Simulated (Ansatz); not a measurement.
MnS:

```
Mn S
1.0
     0.00000    2.60450    2.60450
     2.60450    0.00000    2.60450
     2.60450    2.60450    0.00000
Mn S
1 1
Direct
  0.00000 0.00000 0.00000
  0.50000 0.50000 0.50000
```

Program: Ansatz 0.2.0. Alike in all runs: task band structure; potentials or basis all-electron LAPW, scalar-relativistic; spin collinear, ferromagnetic start; cell as given; k mesh 9 × 9 × 9; cutoff (eV) 217; smearing fermi-dirac 0.05 eV; basis error allowed 0.001 eV/atom.

Problem. Order these runs on this cell by their pressure, lowest first.
A. level PBEsol
B. level LDA
C. level PBE

Solution. B (-11.6 GPa), A (-7.3 GPa), C (-2.9 GPa).

Caveats: a cell with one magnetic atom can't hold antiferromagnetic order, which such compounds often take.
